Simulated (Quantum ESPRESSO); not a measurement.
# Au (Im-3m) in Quantum ESPRESSO: reference runs

How does Au come out in PBE? The cell is run as given and disturbed.

Everything below comes from runs of Quantum ESPRESSO 7.5. Logs are shortened: lines on timing, memory, paths and dates and some standing lists are left out, and cuts for length are marked.

## (1) Starting point

It takes space group Im-3m (No. 229, cubic). The conventional cell has a = 3.315 Å, b = 3.315 Å, c = 3.315 Å, α = 90.00°, β = 90.00°, γ = 90.00°. Au (site symmetry m-3m) has 8 Au at 2.87 Å as nearest neighbours.

This isn't the form of Au at room conditions, which is fcc.

## (2) Single point, PBE

The input, pw.in:

```
&CONTROL
  calculation = 'scf'
  prefix = 'pwscf'
  outdir = './tmp'
  pseudo_dir = './pseudo'
  tprnfor = .true.
  tstress = .true.
  disk_io = 'low'
/
&SYSTEM
  ibrav = 0
  nat = 1
  ntyp = 1
  ecutwfc = 60
  nbnd = 16
  occupations = 'smearing'
  smearing = 'fd'
  degauss = 0.00367493
/
&ELECTRONS
  conv_thr = 2d-10
  electron_maxstep = 120
  mixing_beta = 0.5
/
ATOMIC_SPECIES
Au   196.9666 Au_ONCV_PBE-1.0.oncvpsp.upf
CELL_PARAMETERS angstrom
  -1.6572690000    1.6572690000    1.6572690000
   1.6572690000   -1.6572690000    1.6572690000
   1.6572690000    1.6572690000   -1.6572690000
ATOMIC_POSITIONS crystal
Au     0.0000000000    0.0000000000    0.0000000000
K_POINTS automatic
11 11 11 0 0 0
```

The input, pp_density.in:

```
&INPUTPP
  prefix = 'pwscf'
  outdir = './tmp'
  filplot = 'density.dat'
  plot_num = 0
/
&PLOT
  nfile = 1
  filepp(1) = 'density.dat'
  iflag = 3
  output_format = 6
  fileout = 'density.cube'
/
```

The input, pp_potential.in:

```
&INPUTPP
  prefix = 'pwscf'
  outdir = './tmp'
  filplot = 'potential.dat'
  plot_num = 11
/
&PLOT
  nfile = 1
  filepp(1) = 'potential.dat'
  iflag = 3
  output_format = 6
  fileout = 'potential.cube'
/
```

The input, pp_elf.in:

```
&INPUTPP
  prefix = 'pwscf'
  outdir = './tmp'
  filplot = 'elf.dat'
  plot_num = 8
/
&PLOT
  nfile = 1
  filepp(1) = 'elf.dat'
  iflag = 3
  output_format = 6
  fileout = 'elf.cube'
/
```

Potentials or basis: SSSP 1.3 efficiency PBE.

Launch:

```bash
OMP_NUM_THREADS=1 pw.x -in pw.in > pw.out
OMP_NUM_THREADS=1 pp.x -in pp_density.in > pp_density.out
OMP_NUM_THREADS=1 pp.x -in pp_potential.in > pp_potential.out
OMP_NUM_THREADS=1 pp.x -in pp_elf.in > pp_elf.out
```

pw.out:

```text
This program is part of the open-source Quantum ESPRESSO suite
     for quantum simulation of materials; please cite
[... 9 lines left out ...]
     --------------------
     sticks:   dense  smooth     PW     G-vecs:    dense   smooth      PW
     Sum         535     535    173                 7803     7803    1433

     Using Slab Decomposition

     bravais-lattice index     =            0
     lattice parameter (alat)  =       5.4244  a.u.
     unit-cell volume          =     122.8671 (a.u.)^3
     number of atoms/cell      =            1
     number of atomic types    =            1
     number of electrons       =        19.00
     number of Kohn-Sham states=           16
     kinetic-energy cutoff     =      60.0000  Ry
     charge density cutoff     =     240.0000  Ry
     scf convergence threshold =      2.0E-10
     mixing beta               =       0.5000
     number of iterations used =            8  plain     mixing
     Exchange-correlation= PBE
                           (   1   4   3   4   0   0   0)

     celldm(1)=   5.424410  celldm(2)=   0.000000  celldm(3)=   0.000000
     celldm(4)=   0.000000  celldm(5)=   0.000000  celldm(6)=   0.000000

     crystal axes: (cart. coord. in units of alat)
               a(1) = (  -0.577350   0.577350   0.577350 )
               a(2) = (   0.577350  -0.577350   0.577350 )
               a(3) = (   0.577350   0.577350  -0.577350 )

     reciprocal axes: (cart. coord. in units 2 pi/alat)
               b(1) = ( -0.000000  0.866025  0.866025 )
               b(2) = (  0.866025 -0.000000  0.866025 )
               b(3) = (  0.866025  0.866025  0.000000 )

     PseudoPot. # 1 for Au read from file:
     Au_ONCV_PBE-1.0.oncvpsp.upf
     Pseudo is Norm-conserving, Zval = 19.0
     Generated using ONCVPSP code by D. R. Hamann
     Using radial grid of 1278 points,  8 beta functions with:
                l(1) =   0
                l(2) =   0
                l(3) =   1
                l(4) =   1
                l(5) =   2
                l(6) =   2
                l(7) =   3
                l(8) =   3

     atomic species   valence    mass     pseudopotential
     Au               19.00   196.96660     Au( 1.00)

     48 Sym. Ops., with inversion, found

   Cartesian axes

     site n.     atom                  positions (alat units)
         1        Au     tau(   1) = (   0.0000000   0.0000000   0.0000000  )

     number of k points=    56  Fermi-Dirac smearing, width (Ry)=  0.0037
                       cart. coord. in units 2pi/alat
        k(    1) = (   0.0000000   0.0000000   0.0000000), wk =   0.0015026
        k(    2) = (   0.0787296   0.0787296   0.0000000), wk =   0.0180316
        k(    3) = (   0.1574592   0.1574592   0.0000000), wk =   0.0180316
        k(    4) = (   0.2361887   0.2361887   0.0000000), wk =   0.0180316
        k(    5) = (   0.3149183   0.3149183   0.0000000), wk =   0.0180316
        k(    6) = (   0.3936479   0.3936479   0.0000000), wk =   0.0180316
[... 48 lines left out ...]
        k(   55) = (  -0.7872958  -0.0787296  -0.0787296), wk =   0.0120210
        k(   56) = (  -0.0000000  -0.0000000   0.7872958), wk =   0.0090158

     Dense  grid:     7803 G-vectors     FFT dimensions: (  27,  27,  27)

     Initial potential from superposition of free atoms

     starting charge      18.9999, renormalised to      19.0000
     Starting wfcs are   10 randomized atomic wfcs +    6 random wfcs

     Self-consistent Calculation

     iteration #  1     ecut=    60.00 Ry     beta= 0.50
     Davidson diagonalization with overlap
     ethr =  1.00E-02,  avg # of iterations =  5.4

     Threshold (ethr) on eigenvalues was too large:
     Diagonalizing with lowered threshold

     Davidson diagonalization with overlap
     ethr =  2.60E-05,  avg # of iterations =  4.5

     total energy              =    -274.67034834 Ry
     estimated scf accuracy    <       0.00484085 Ry

     iteration #  2     ecut=    60.00 Ry     beta= 0.50
     Davidson diagonalization with overlap
     ethr =  2.55E-05,  avg # of iterations =  2.0

     total energy              =    -274.67138896 Ry
     estimated scf accuracy    <       0.00050409 Ry

     iteration #  3     ecut=    60.00 Ry     beta= 0.50
     Davidson diagonalization with overlap
     ethr =  2.65E-06,  avg # of iterations =  1.3

     total energy              =    -274.67145740 Ry
     estimated scf accuracy    <       0.00009092 Ry

     iteration #  4     ecut=    60.00 Ry     beta= 0.50
     Davidson diagonalization with overlap
     ethr =  4.79E-07,  avg # of iterations =  1.9

     total energy              =    -274.67146465 Ry
     estimated scf accuracy    <       0.00000176 Ry

     iteration #  5     ecut=    60.00 Ry     beta= 0.50
     Davidson diagonalization with overlap
     ethr =  9.29E-09,  avg # of iterations =  2.0

     total energy              =    -274.67146459 Ry
     estimated scf accuracy    <       0.00000143 Ry

     iteration #  6     ecut=    60.00 Ry     beta= 0.50
     Davidson diagonalization with overlap
     ethr =  7.51E-09,  avg # of iterations =  2.0

     total energy              =    -274.67146483 Ry
     estimated scf accuracy    <          2.2E-09 Ry

     iteration #  7     ecut=    60.00 Ry     beta= 0.50
     Davidson diagonalization with overlap
     ethr =  1.13E-11,  avg # of iterations =  3.0

     total energy              =    -274.67146483 Ry
     estimated scf accuracy    <          2.6E-10 Ry

     iteration #  8     ecut=    60.00 Ry     beta= 0.50
     Davidson diagonalization with overlap
     ethr =  1.34E-12,  avg # of iterations =  1.9

     End of self-consistent calculation

          k = 0.0000 0.0000 0.0000 (   959 PWs)   bands (ev):

   -86.6021 -37.8231 -37.8231 -37.8231   9.6738  14.3593  14.3593  14.3593
    16.0992  16.0992  35.3107  35.3107  35.3107  42.0124  42.0124  42.0124

          k = 0.0787 0.0787 0.0000 (   957 PWs)   bands (ev):

   -86.6013 -37.8370 -37.8282 -37.8229   9.9598  14.2739  14.3674  14.5541
    16.0022  16.1055  35.1335  35.3313  35.6560  39.7133  40.0009  40.9845

          k = 0.1575 0.1575 0.0000 (   965 PWs)   bands (ev):

   -86.5994 -37.8740 -37.8419 -37.8225  10.7503  14.0520  14.3903  15.1086
    15.8421  16.1286  33.2203  34.7139  36.6091  38.1834  38.6492  39.2457

          k = 0.2362 0.2362 0.0000 (   971 PWs)   bands (ev):

   -86.5968 -37.9222 -37.8597 -37.8218  11.7156  13.7764  14.6607  15.8277
    15.9230  16.1725  29.5704  33.2658  36.0379  37.9259  38.4785  40.5190

          k = 0.3149 0.3149 0.0000 (   969 PWs)   bands (ev):

   -86.5944 -37.9662 -37.8760 -37.8212  12.1770  13.5362  15.6942  16.1487
    16.2275  16.7946  25.8309  31.9802  33.8146  39.0932  39.2121  42.4809

          k = 0.3936 0.3936 0.0000 (   971 PWs)   bands (ev):

   -86.5929 -37.9922 -37.8857 -37.8209  12.2051  13.3988  15.9459  16.2673
    17.3936  17.9774  22.7187  31.2736  32.5038  39.6021  40.0087  41.5463

          k = 0.1575 0.0787 0.0787 (   967 PWs)   bands (ev):

   -86.6000 -37.8628 -37.8334 -37.8263  10.5039  14.1836  14.2720  14.9739
    15.8521  16.1400  34.4852  34.7865  36.0265  37.3942  39.2376  40.5611

          k = 0.2362 0.1575 0.0787 (   967 PWs)   bands (ev):

   -86.5977 -37.9036 -37.8495 -37.8273  11.4398  13.9501  14.2617  15.7221
    15.7637  16.2055  31.5060  33.4147  35.5309  36.9977  39.7385  40.6514

          k = 0.3149 0.2362 0.0787 (   965 PWs)   bands (ev):

   -86.5952 -37.9467 -37.8692 -37.8270  12.2218  13.6884  14.7406  15.8170
    16.2553  16.8064  27.7016  32.0797  33.7922  38.2248  40.4040  41.3610

          k = 0.3936 0.3149 0.0787 (   971 PWs)   bands (ev):

   -86.5933 -37.9792 -37.8846 -37.8267  12.3817  13.5012  15.6531  16.0141
    16.5349  18.1344  24.1864  31.0531  32.4089  39.2731  40.7474  41.5338

          k = 0.4724 0.3936 0.0787 (   970 PWs)   bands (ev):

   -86.5926 -37.9912 -37.8904 -37.8266  12.3628  13.4344  15.9447  15.9925
    16.9582  19.4755  22.0201  30.6483  31.8939  39.7328  40.9520  41.1810

          k = 0.3149 0.1575 0.1575 (   963 PWs)   bands (ev):

   -86.5955 -37.9370 -37.8640 -37.8344  12.3260  13.9526  14.0347  15.7079
    16.2632  16.8826  29.1096  31.0340  34.0331  37.3955  40.8174  42.6071

          k = 0.3936 0.2362 0.1575 (   968 PWs)   bands (ev):

   -86.5935 -37.9632 -37.8855 -37.8370  12.7649  13.7259  14.5992  15.8359
    16.3459  18.3562  25.9165  29.4045  32.9722  38.1935  41.2237  43.2315

          k = 0.4724 0.3149 0.1575 (   965 PWs)   bands (ev):

   -86.5923 -37.9769 -37.9009 -37.8377  12.7685  13.6101  15.1939  15.9506
    16.5628  20.2403  22.9100  28.4747  32.3694  39.0378  40.7533  43.1722
[... 163 lines left out ...]
   -86.5891 -37.9640 -37.9422 -37.8762  13.5340  13.6258  14.2785  16.2238
    16.7718  21.8586  24.2344  25.7410  35.1065  35.8451  37.8291  41.5614

          k =-0.0000-0.0000 0.4724 (   964 PWs)   bands (ev):

   -86.5919 -37.9194 -37.8981 -37.8981  13.2529  13.9705  15.1210  15.1210
    15.8422  17.3515  30.7684  31.1689  31.1689  33.9431  42.8082  43.5351

          k =-0.0000-0.0787 0.5511 (   961 PWs)   bands (ev):

   -86.5898 -37.9488 -37.9153 -37.9013  13.3769  13.5940  15.2034  15.4902
    16.5470  18.7340  27.5818  29.4487  31.6373  34.4405  40.1928  43.7081

          k =-0.0000-0.1575 0.6298 (   956 PWs)   bands (ev):

   -86.5885 -37.9704 -37.9255 -37.8990  13.1614  13.5814  15.1465  15.6085
    17.1858  21.1243  24.1756  28.3559  32.0137  35.7374  37.9244  43.2686

          k = 0.0787-0.0787 0.6298 (   962 PWs)   bands (ev):

   -86.5881 -37.9601 -37.9354 -37.9076  13.2381  13.3288  15.2703  16.0932
    16.8778  20.6644  26.0157  27.1168  32.3394  34.5368  37.6555  43.2560

          k =-0.7873-0.1575-0.1575 (   962 PWs)   bands (ev):

   -86.5875 -37.9649 -37.9447 -37.9074  13.1246  13.2757  15.2261  16.3567
    17.0701  22.8608  23.7669  26.2495  32.9624  35.5800  35.5992  43.0220

          k =-0.0000-0.0000 0.6298 (   972 PWs)   bands (ev):

   -86.5877 -37.9452 -37.9328 -37.9328  13.1384  13.2079  16.0409  16.0409
    16.5932  20.1117  27.7186  27.7186  30.2252  34.0044  37.5145  43.8510

          k =-0.0000-0.0787 0.7086 (   966 PWs)   bands (ev):

   -86.5865 -37.9607 -37.9432 -37.9338  12.9085  12.9965  16.2031  16.3845
    17.0960  22.2754  25.2029  26.6000  30.7813  34.3434  35.5219  43.4461

          k =-0.7873-0.0787-0.0787 (   964 PWs)   bands (ev):

   -86.5859 -37.9568 -37.9568 -37.9369  12.8250  12.8250  16.2967  16.9991
    16.9991  23.8789  24.9700  24.9700  30.6003  34.5011  34.5011  43.3012

          k =-0.0000-0.0000 0.7873 (   960 PWs)   bands (ev):

   -86.5853 -37.9555 -37.9537 -37.9537  12.6730  12.6959  16.9716  16.9716
    17.0716  23.9134  25.4354  25.4354  28.7580  34.1157  34.4186  43.2099

     the Fermi energy is    18.7428 ev

!    total energy              =    -274.67146483 Ry
     estimated scf accuracy    <          4.2E-11 Ry
     smearing contrib. (-TS)   =      -0.00043101 Ry
     internal energy E=F+TS    =    -274.67103382 Ry

     The total energy is F=E-TS. E is the sum of the following terms:
     one-electron contribution =     -94.86412714 Ry
     hartree contribution      =      55.29299472 Ry
     xc contribution           =     -25.35314758 Ry
     ewald contribution        =    -209.74675382 Ry

     convergence has been achieved in   8 iterations

     Forces acting on atoms (cartesian axes, Ry/au):

     atom    1 type  1   force =     0.00000000    0.00000000    0.00000000

     Total force =     0.000000     Total SCF correction =     0.000000

     Computing stress (Cartesian axis) and pressure

          total   stress  (Ry/bohr**3)                   (kbar)     P=      -16.78
  -0.00011408  -0.00000000  -0.00000000          -16.78       -0.00       -0.00
  -0.00000000  -0.00011408  -0.00000000           -0.00      -16.78       -0.00
  -0.00000000  -0.00000000  -0.00011408           -0.00       -0.00      -16.78

=------------------------------------------------------------------------------=
   JOB DONE.
=------------------------------------------------------------------------------=
```

It took 15 s on 1 thread of Arm Neoverse V1, shared host; peak memory 0.05 GiB.

What came out:

| Property | Result |
| --- | --- |
| Free energy | -3737.0957 eV |
| Pressure | -1.7 GPa |
| Band gap on the k mesh | none (metal or under the smearing width) |

Spin-orbit coupling is left out, which matters for the levels of Au.

## (3) Single point, PBE (cell strained at random at fixed volume)

The input, pw.in:

```
&CONTROL
  calculation = 'scf'
  prefix = 'pwscf'
  outdir = './tmp'
  pseudo_dir = './pseudo'
  tprnfor = .true.
  tstress = .true.
  disk_io = 'nowf'
/
&SYSTEM
  ibrav = 0
  nat = 1
  ntyp = 1
  ecutwfc = 60
  nbnd = 16
  occupations = 'smearing'
  smearing = 'fd'
  degauss = 0.00367493
/
&ELECTRONS
  conv_thr = 2d-10
  electron_maxstep = 120
  mixing_beta = 0.5
/
ATOMIC_SPECIES
Au   196.9666 Au_ONCV_PBE-1.0.oncvpsp.upf
CELL_PARAMETERS angstrom
  -1.6672400000    1.6108460000    1.6646960000
   1.6037350000   -1.6356840000    1.6260290000
   1.7364330000    1.7048780000   -1.6895340000
ATOMIC_POSITIONS crystal
Au    -0.0098820000   -0.0170920000   -0.0213010000
K_POINTS automatic
11 11 11 0 0 0
```

Potentials or basis: SSSP 1.3 efficiency PBE.

Launch:

```bash
OMP_NUM_THREADS=1 pw.x -in pw.in > pw.out
```

pw.out:

```text
This program is part of the open-source Quantum ESPRESSO suite
     for quantum simulation of materials; please cite
[... 6 lines left out ...]
     --------------------
     sticks:   dense  smooth     PW     G-vecs:    dense   smooth      PW
     Sum         521     521    183                 7719     7719    1675

     Using Slab Decomposition

     bravais-lattice index     =            0
     lattice parameter (alat)  =       5.3934  a.u.
     unit-cell volume          =     122.8671 (a.u.)^3
     number of atoms/cell      =            1
     number of atomic types    =            1
     number of electrons       =        19.00
     number of Kohn-Sham states=           16
     kinetic-energy cutoff     =      60.0000  Ry
     charge density cutoff     =     240.0000  Ry
     scf convergence threshold =      2.0E-10
     mixing beta               =       0.5000
     number of iterations used =            8  plain     mixing
     Exchange-correlation= PBE
                           (   1   4   3   4   0   0   0)

     celldm(1)=   5.393414  celldm(2)=   0.000000  celldm(3)=   0.000000
     celldm(4)=   0.000000  celldm(5)=   0.000000  celldm(6)=   0.000000

     crystal axes: (cart. coord. in units of alat)
               a(1) = (  -0.584162   0.564403   0.583271 )
               a(2) = (   0.561911  -0.573105   0.569722 )
               a(3) = (   0.608405   0.597349  -0.591973 )

     reciprocal axes: (cart. coord. in units 2 pi/alat)
               b(1) = ( -0.001354  0.867343  0.873828 )
               b(2) = (  0.871517 -0.011565  0.884039 )
               b(3) = (  0.837425  0.843462  0.022527 )

     PseudoPot. # 1 for Au read from file:
     Au_ONCV_PBE-1.0.oncvpsp.upf
     Pseudo is Norm-conserving, Zval = 19.0
     Generated using ONCVPSP code by D. R. Hamann
     Using radial grid of 1278 points,  8 beta functions with:
                l(1) =   0
                l(2) =   0
                l(3) =   1
                l(4) =   1
                l(5) =   2
                l(6) =   2
                l(7) =   3
                l(8) =   3

     atomic species   valence    mass     pseudopotential
     Au               19.00   196.96660     Au( 1.00)

     No symmetry found

   Cartesian axes

     site n.     atom                  positions (alat units)
         1        Au     tau(   1) = (  -0.0167911  -0.0085060  -0.0028920  )

     number of k points=   666  Fermi-Dirac smearing, width (Ry)=  0.0037

     Number of k-points >= 100: set verbosity='high' to print them.

     Dense  grid:     7719 G-vectors     FFT dimensions: (  27,  27,  27)

     Initial potential from superposition of free atoms

     starting charge      18.9999, renormalised to      19.0000
     Starting wfcs are   10 randomized atomic wfcs +    6 random wfcs

     Self-consistent Calculation

     iteration #  1     ecut=    60.00 Ry     beta= 0.50
     Davidson diagonalization with overlap
     ethr =  1.00E-02,  avg # of iterations =  5.5

     Threshold (ethr) on eigenvalues was too large:
     Diagonalizing with lowered threshold

     Davidson diagonalization with overlap
     ethr =  2.57E-05,  avg # of iterations =  4.4

     total energy              =    -274.66981650 Ry
     estimated scf accuracy    <       0.00479227 Ry

     iteration #  2     ecut=    60.00 Ry     beta= 0.50
     Davidson diagonalization with overlap
     ethr =  2.52E-05,  avg # of iterations =  2.0

     total energy              =    -274.67083563 Ry
     estimated scf accuracy    <       0.00049214 Ry

     iteration #  3     ecut=    60.00 Ry     beta= 0.50
     Davidson diagonalization with overlap
     ethr =  2.59E-06,  avg # of iterations =  1.3

     total energy              =    -274.67090065 Ry
     estimated scf accuracy    <       0.00009049 Ry

     iteration #  4     ecut=    60.00 Ry     beta= 0.50
     Davidson diagonalization with overlap
     ethr =  4.76E-07,  avg # of iterations =  1.8

     total energy              =    -274.67090770 Ry
     estimated scf accuracy    <       0.00000174 Ry

     iteration #  5     ecut=    60.00 Ry     beta= 0.50
     Davidson diagonalization with overlap
     ethr =  9.16E-09,  avg # of iterations =  2.0

     total energy              =    -274.67090772 Ry
     estimated scf accuracy    <       0.00000119 Ry

     iteration #  6     ecut=    60.00 Ry     beta= 0.50
     Davidson diagonalization with overlap
     ethr =  6.25E-09,  avg # of iterations =  2.0

     total energy              =    -274.67090794 Ry
     estimated scf accuracy    <          7.9E-10 Ry

     iteration #  7     ecut=    60.00 Ry     beta= 0.50
     Davidson diagonalization with overlap
     ethr =  4.15E-12,  avg # of iterations =  3.4

     End of self-consistent calculation

     Number of k-points >= 100: set verbosity='high' to print the bands.

     the Fermi energy is    18.7490 ev

!    total energy              =    -274.67090794 Ry
     estimated scf accuracy    <          1.0E-10 Ry
     smearing contrib. (-TS)   =      -0.00023845 Ry
     internal energy E=F+TS    =    -274.67066949 Ry

     The total energy is F=E-TS. E is the sum of the following terms:
     one-electron contribution =     -94.99858423 Ry
     hartree contribution      =      55.35739215 Ry
     xc contribution           =     -25.35420429 Ry
     ewald contribution        =    -209.67527312 Ry

     convergence has been achieved in   7 iterations

     Forces acting on atoms (cartesian axes, Ry/au):

     atom    1 type  1   force =     0.00000000    0.00000000    0.00000000

     Total force =     0.000000     Total SCF correction =     0.000001

     Computing stress (Cartesian axis) and pressure

          total   stress  (Ry/bohr**3)                   (kbar)     P=      -12.98
  -0.00004383  -0.00014006   0.00012997           -6.45      -20.60       19.12
  -0.00014006  -0.00008495   0.00001658          -20.60      -12.50        2.44
   0.00012997   0.00001658  -0.00013595           19.12        2.44      -20.00

=------------------------------------------------------------------------------=
   JOB DONE.
=------------------------------------------------------------------------------=
```

Wall time 2.5 min (1 thread of Arm Neoverse V1, shared host); peak memory 0.19 GiB.

What came out:

| Property | Result |
| --- | --- |
| Free energy | -3737.0881 eV |
| Pressure | -1.3 GPa |
| Band gap on the k mesh | none (metal or under the smearing width) |

Stress tensor (GPa, compression positive):
```
-0.64 -2.06  1.91
-2.06 -1.25  0.24
 1.91  0.24 -2.00
```

Levels at points of the mesh, in eV from the Fermi level:
```csv
k point,band 7,band 8,band 9,band 10,band 11,band 12
"(0.00, 0.00, 0.00)",-4.52,-4.05,-2.67,-2.59,16.05,16.46
```
